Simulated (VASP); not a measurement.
# AlN (P6_3mc) in VASP: notebook

The runs below take AlN through relaxation of shape and atoms at fixed volume, with PBE.

Program: VASP 6.6.1. These are calculated values, not measurements. Logs are shortened: lines on timing, memory, paths and dates and some standing lists are left out, and cuts for length are marked.

## (1) The undisturbed crystal

Symmetry: P6_3mc, No. 186, hexagonal system. Conventional cell: a = 3.113 Å, b = 3.113 Å, c = 4.981 Å, α = 90.00°, β = 90.00°, γ = 120.00°. Al (site symmetry 3m) is surrounded by 4 N at 1.89 Å. N (site symmetry 3m) is surrounded by 4 Al at 1.89 Å.

## (2) Relaxation of shape and atoms at fixed volume, PBE (a relaxed cell with its volume scaled by 0.96)

INCAR

```
ALGO = Normal
EDIFF = 1E-7
EDIFFG = -0.01
ENCUT = 300
GGA = PE
IBRION = 2
ISIF = 4
ISMEAR = 0
LASPH = True
LCHARG = False
LREAL = False
LWAVE = False
NELM = 80
NSW = 40
PREC = Accurate
SIGMA = 0.03
```

KPOINTS

```
k-points
0
Gamma
  6 6 3
```

POSCAR

```
AlN                                     
1.0
    3.0816852235      0.0000000000      0.0000000000
   -1.5408426117      2.6688176901     -0.0000000000
   -0.0000000000      0.0000000000      4.9405738449
  Al              N             
     2     2
Direct
     0.3333333332999970    0.6666666667000030    0.9992383048100509
     0.6666666667000030    0.3333333332999970    0.4992383048100509
     0.3333333332999970    0.6666666667000030    0.3807616951899516
     0.6666666667000030    0.3333333332999970    0.8807616951899516
```

Potentials or basis: VASP PAW PBE potentials, release 64 (Al, N_s).

Started as:

```bash
$ cat potpaw_PBE.64/Al/POTCAR potpaw_PBE.64/N_s/POTCAR > POTCAR
$ mpirun -np 1 vasp_std > vasp.out
```

OUTCAR:

```text
EDIFF = 1E-7
   EDIFFG = -0.01
   ENCUT = 300
   GGA = PE
   IBRION = 2
   ISIF = 4
   ISMEAR = 0
   LASPH = True
   LREAL = False
   NELM = 80
   NSW = 40
   PREC = Accurate

 ion  position               nearest neighbor table
   1  0.333  0.667  0.999-   4 1.87   4 1.87   4 1.87   3 1.88   2 3.04   2 3.04   2 3.04   2 3.04
                             2 3.04   2 3.04
   2  0.667  0.333  0.499-   3 1.87   3 1.87   3 1.87   4 1.88   1 3.04   1 3.04   1 3.04   1 3.04
                             1 3.04   1 3.04
   3  0.333  0.667  0.381-   2 1.87   2 1.87   2 1.87   1 1.88
   4  0.667  0.333  0.881-   1 1.87   1 1.87   1 1.87   2 1.88

  LATTYP: Found a hexagonal cell.
 ALAT       =     3.0816852235
 C/A-ratio  =     1.6032052227

  Lattice vectors:

 A1 = (   3.0816852235,   0.0000000000,   0.0000000000)
 A2 = (  -1.5408426117,   2.6688176901,   0.0000000000)
 A3 = (   0.0000000000,   0.0000000000,   4.9405738449)

Analysis of symmetry for initial positions (statically):
=====================================================================
 Subroutine PRICEL returns:
 Original cell was already a primitive cell.

 Routine SETGRP: Setting up the symmetry group for a
 hexagonal supercell.

 Subroutine GETGRP returns: Found 12 space group operations
 (whereof  6 operations were pure point group operations)
 out of a pool of 24 trial point group operations.

The static configuration has the point symmetry C_3v.
 The point group associated with its full space group is C_6v.

Analysis of symmetry for dynamics (positions and initial velocities):
=====================================================================
 Subroutine PRICEL returns:
 Original cell was already a primitive cell.

 Routine SETGRP: Setting up the symmetry group for a
 hexagonal supercell.

 Subroutine GETGRP returns: Found 12 space group operations
 (whereof  6 operations were pure point group operations)
 out of a pool of 24 trial point group operations.

The dynamic configuration has the point symmetry C_3v.
 The point group associated with its full space group is C_6v.

 Subroutine INISYM returns: Found 12 space group operations
 (whereof  6 operations are pure point group operations),
 and found     1 'primitive' translations

----------------------------------------------------------------------------------------

                                     Primitive cell

  volume of cell :      40.6335

  direct lattice vectors                    reciprocal lattice vectors
     3.081685224  0.000000000  0.000000000     0.324497776  0.187348878  0.000000000
    -1.540842612  2.668817690  0.000000000     0.000000000  0.374697756  0.000000000
     0.000000000  0.000000000  4.940573845     0.000000000  0.000000000  0.202405638

  length of vectors
     3.081685224  3.081685224  4.940573845     0.374697756  0.374697756  0.202405638

  position of ions in fractional coordinates (direct lattice)
     0.333333333  0.666666667  0.999238305
     0.666666667  0.333333333  0.499238305
     0.333333333  0.666666667  0.380761695
     0.666666667  0.333333333  0.880761695

  ion indices of the primitive-cell ions
   primitive index   ion index
                 1           1
                 2           2
                 3           3
                 4           4

----------------------------------------------------------------------------------------

 KPOINTS: k-points

Automatic generation of k-mesh.
 Grid dimensions read from file:
 generate k-points for:    6    6    3

 Generating k-lattice:

  Cartesian coordinates                     Fractional coordinates (reciprocal lattice)
     0.054082963  0.031224813  0.000000000     0.166666667  0.000000000  0.000000000
     0.000000000  0.062449626  0.000000000     0.000000000  0.166666667  0.000000000
     0.000000000  0.000000000  0.067468546     0.000000000  0.000000000  0.333333333

  Length of vectors
     0.062449626  0.062449626  0.067468546

  Shift w.r.t. Gamma in fractional coordinates (k-lattice)
     0.000000000  0.000000000  0.000000000

 Subroutine IBZKPT returns following result:
 ===========================================

 Found     14 irreducible k-points:

 Following reciprocal coordinates:
            Coordinates               Weight
  0.000000  0.000000  0.000000      1.000000
  0.166667  0.000000  0.000000      6.000000
  0.333333  0.000000  0.000000      6.000000
  0.500000  0.000000  0.000000      3.000000
  0.166667  0.166667  0.000000      6.000000
  0.333333  0.166667  0.000000     12.000000
  0.333333  0.333333  0.000000      2.000000
  0.000000  0.000000  0.333333      2.000000
  0.166667  0.000000  0.333333     12.000000
  0.333333  0.000000  0.333333     12.000000
  0.500000  0.000000  0.333333      6.000000
  0.166667  0.166667  0.333333     12.000000
  0.333333  0.166667  0.333333     24.000000
  0.333333  0.333333  0.333333      4.000000
   k-points           NKPTS =     14   k-points in BZ     NKDIM =     14   number of bands    NBANDS=     12
   number of dos      NEDOS =    301   number of ions     NIONS =      4
   total plane-waves  NPLWV =   9072
   dimension x,y,z NGX =    18 NGY =   18 NGZ =   28
   dimension x,y,z NGXF=    36 NGYF=   36 NGZF=   56
   ions per type =               2   2
   NGX,Y,Z   is equivalent  to a cutoff of   9.71,  9.71,  9.42 a.u.
   NGXF,Y,Z  is equivalent  to a cutoff of  19.42, 19.42, 18.84 a.u.
 SYSTEM =  unknown system
   PREC   = accura    normal or accurate (medium, high low for compatibility)
   ISTART =      0    job   : 0-new  1-cont  2-samecut
   ICHARG =      2    charge: 1-file 2-atom 10-const
   ISPIN  =      1    spin polarized calculation?
   LNONCOLLINEAR =      F non collinear calculations
   LSORBIT =      F    spin-orbit coupling
   LASPH  =      T    aspherical Exc in radial PAW
   ENCUT  =  300.0 eV  22.05 Ry    4.70 a.u.   4.35  4.35  6.98*2*pi/ulx,y,z
   NELM   =     80;   NELMIN=  2; NELMDL= -5     # of ELM steps
   EDIFF  = 0.1E-06   stopping-criterion for ELM
   LREAL  =      F    real-space projection
   EDIFFG = -.1E-01   stopping-criterion for IOM
   NSW    =     40    number of steps for IOM
   IBRION =      2    ionic relax: 0-MD 1-quasi-New 2-CG
   NFREE  =      1    steps in history (QN), initial steepest desc. (CG)
   ISIF   =      4    stress and relaxation
   ISYM   =      2    0-nonsym 1-usesym 2-fastsym
   POTIM  = 0.5000    time-step for ionic-motion
   TEBEG  =    0.0;   TEEND  =   0.0 temperature during run
   PSTRESS=    0.0 pullay stress
   NELECT =      16.0000    total number of electrons
   NUPDOWN=      -1.0000    fix difference up-down
   EMIN   =  10.00;   EMAX   =-10.00  energy-range for DOS
   EFERMI =   0.00;   METHOD = LEGACY
   ISMEAR =     0;   SIGMA  =   0.03  broadening in eV -4-tet -1-fermi 0-gaus
   EFERMI_NEDOS =   21; number of points for ismear=-14 and -15
   IALGO  =     38    algorithm
   IMIX   =      4    mixing-type and parameters
     AMIX     =   0.40;   BMIX     =  1.00
     AMIX_MAG =   1.60;   BMIX_MAG =  1.00
  volume/ion in A,a.u.               =      10.16        68.55
  Fermi-wavevector in a.u.,A,eV,Ry     =   1.199923  2.267525 19.589868  1.439815
  Thomas-Fermi vector in A             =   2.335773
   LORBIT       =      0    0 simple, 1 ext, 2 COOP (PROOUT), +10 PAW based schemes
   GGA     = PE    functional components
   LHFCALC =     F    Hartree Fock is set to
   AEXX    =    0.0000 exact exchange contribution
   IVDW    =     0    specifies the selected vdW correction
   LEPSILON=     F    determine dielectric tensor
   LRPA    =     F    only Hartree local field effects (RPA)
 conjugate gradient relaxation of ions
 non-spin polarized calculation
 Gauss-broadening in eV      SIGMA  =   0.03
  energy-cutoff  :      300.00
  volume of cell :       40.63
 maximum number of plane-waves:       494
 NGX is ok and might be reduce to    18
   NGX =  9   NGY =  9   NGZ = 13

--------------------------------------- Ionic step        1  -------------------------------------------

 number of electron      16.0000008 magnetization

 Free energy of the ion-electron system (eV)
  ---------------------------------------------------
  ext. energy  EPLUGINS =         0.00000000
  ---------------------------------------------------
  free energy    TOTEN  =       -29.70566637 eV

  energy without entropy =      -29.70566637  energy(sigma->0) =      -29.70566637

------------------------ aborting loop because EDIFF is reached ----------------------------------------

  FORCE on cell =-STRESS in cart. coord.  units (eV):
  Direction    XX          YY          ZZ          XY          YZ          ZX
  --------------------------------------------------------------------------------------
  -------------------------------------------------------------------------------------
  Total        2.2697949      2.2697949      2.1091165      0.0000000      0.0000000      0.0000000
  in kB       89.4978553     89.4978553     83.1623165      0.0000000      0.0000000      0.0000000
  external PRESSURE =      87.3860090 kB  Pullay stress =       0.0000000 kB

 VOLUME and BASIS-vectors are now :
 -----------------------------------------------------------------------------
  energy-cutoff  :      300.00
  volume of cell :       40.63
      direct lattice vectors                 reciprocal lattice vectors
     3.081685224  0.000000000  0.000000000     0.324497776  0.187348878  0.000000000
    -1.540842612  2.668817690  0.000000000     0.000000000  0.374697756  0.000000000
     0.000000000  0.000000000  4.940573845     0.000000000  0.000000000  0.202405638
[... 115 lines left out ...]
 POSITION                                       TOTAL-FORCE (eV/Angst)
 -----------------------------------------------------------------------------------
     -0.00000      1.78109      4.92334         0.000000      0.000000      0.021751
      1.54247      0.89054      2.45825        -0.000000      0.000000      0.021751
     -0.00000      1.78109      1.88031        -0.000000      0.000000     -0.021751
      1.54247      0.89054      4.34540         0.000000     -0.000000     -0.021751
 -----------------------------------------------------------------------------------
    total drift:                               -0.000000     -0.000000     -0.002321

  FREE ENERGIE OF THE ION-ELECTRON SYSTEM (eV)
  ---------------------------------------------------
  free  energy   TOTEN  =       -29.7058701268 eV

  energy  without entropy=      -29.7058701268  energy(sigma->0) =      -29.70587013

--------------------------------------- Ionic step        5  -------------------------------------------

 number of electron      16.0000007 magnetization

 Free energy of the ion-electron system (eV)
  ---------------------------------------------------
  ext. energy  EPLUGINS =         0.00000000
  ---------------------------------------------------
  free energy    TOTEN  =       -29.70590602 eV

  energy without entropy =      -29.70590602  energy(sigma->0) =      -29.70590602

 E-fermi :   6.9517     XC(G=0): -11.0312

 val. band max:        6.7985872304   @ k =   0.0000   0.0000   0.0000
 cond. band min:      11.2389084229   @ k =   0.0000   0.0000   0.0000
 fundamental gap:      4.4403211925
 Fermi energy:         6.9517360614

 k-point     1 :       0.0000    0.0000    0.0000
  band No.  band energies     occupation
      1      -8.5771      2.00000
      2      -6.3327      2.00000
      3       0.6633      2.00000
      4       5.8859      2.00000
      5       5.8859      2.00000
      6       6.5478      2.00000
      7       6.5478      2.00000
      8       6.7986      2.00000
      9      11.2389      0.00000
     10      13.6749      0.00000
     11      17.6375      0.00000
     12      18.1311      0.00000

 k-point     2 :       0.1667    0.0000    0.0000
  band No.  band energies     occupation
      1      -8.2195      2.00000
      2      -6.1396      2.00000
      3       1.0876      2.00000
      4       4.4505      2.00000
      5       5.2640      2.00000
      6       5.4859      2.00000
      7       6.4710      2.00000
      8       6.6197      2.00000
      9      12.4963      0.00000
     10      14.7234      0.00000
     11      16.1194      0.00000
     12      16.7536      0.00000
[... 200 lines left out ...]
 POSITION                                       TOTAL-FORCE (eV/Angst)
 -----------------------------------------------------------------------------------
     -0.00000      1.78104      4.92448        -0.000000      0.000000     -0.000533
      1.54242      0.89052      2.45925         0.000000     -0.000000     -0.000533
     -0.00000      1.78104      1.87956         0.000000     -0.000000      0.000533
      1.54242      0.89052      4.34479        -0.000000      0.000000      0.000533
 -----------------------------------------------------------------------------------
    total drift:                               -0.000000     -0.000000     -0.002124

  FREE ENERGIE OF THE ION-ELECTRON SYSTEM (eV)
  ---------------------------------------------------
  free  energy   TOTEN  =       -29.7059060161 eV

  energy  without entropy=      -29.7059060161  energy(sigma->0) =      -29.70590602

 reached required accuracy - stopping structural energy minimisation
```

Wall time 22 s (1 thread of Intel Xeon Platinum 8259CL at 2.50GHz (Skylake/Cascade Lake), shared host); peak memory 0.12 GiB.

These settings aren't checked as converged: the numbers below hold their error.

Results:

- Free energy: -29.7059 eV
- Energy gained by relaxing: 0.1 meV/atom
- Ionic steps: 5
- Band gap on the k mesh: 4.44 eV, direct

Caveat: the k mesh is coarse (spacing up to 0.42 Å⁻¹), so the values aren't converged; the cutoff is under 1.25 times the usual one of these potentials, so pressure, stress and relaxed cells hold a basis-set (Pulay) error.

## (3) Relaxation of shape and atoms at fixed volume, PBE (a relaxed cell with its volume scaled by 0.98)

INCAR is that of step 2.

KPOINTS is that of step 2.

POSCAR, as its differences from that of step 2:

```diff
@@ -2,5 +2,5 @@
 1.0
-    3.0816852235      0.0000000000      0.0000000000
-   -1.5408426117      2.6688176901     -0.0000000000
-   -0.0000000000      0.0000000000      4.9405738449
+    3.1029388966      0.0000000000      0.0000000000
+   -1.5514694483      2.6872239110     -0.0000000000
+   -0.0000000000      0.0000000000      4.9746478447
   Al              N
```

Potentials or basis: VASP PAW PBE potentials, release 64 (Al, N_s).

Started as:

```bash
$ cat potpaw_PBE.64/Al/POTCAR potpaw_PBE.64/N_s/POTCAR > POTCAR
$ mpirun -np 1 vasp_std > vasp.out
```

Run time: 20 s. Hardware: 1 thread of Intel Xeon Platinum 8259CL at 2.50GHz (Skylake/Cascade Lake), shared host; peak memory 0.12 GiB.

These settings aren't checked as converged: the numbers below hold their error.

Results:

```yaml
Free_energy: -29.7469 eV
Energy_gained_by_relaxing: 0.0 meV/atom
Ionic_steps: 4
Largest_force_after_relaxing: 0.010 eV/Å
Band_gap_on_the_k_mesh: 4.27 eV, direct
```

Caveat: the k mesh is coarse (spacing up to 0.42 Å⁻¹), so the values aren't converged; the cutoff is under 1.25 times the usual one of these potentials, so pressure, stress and relaxed cells hold a basis-set (Pulay) error.
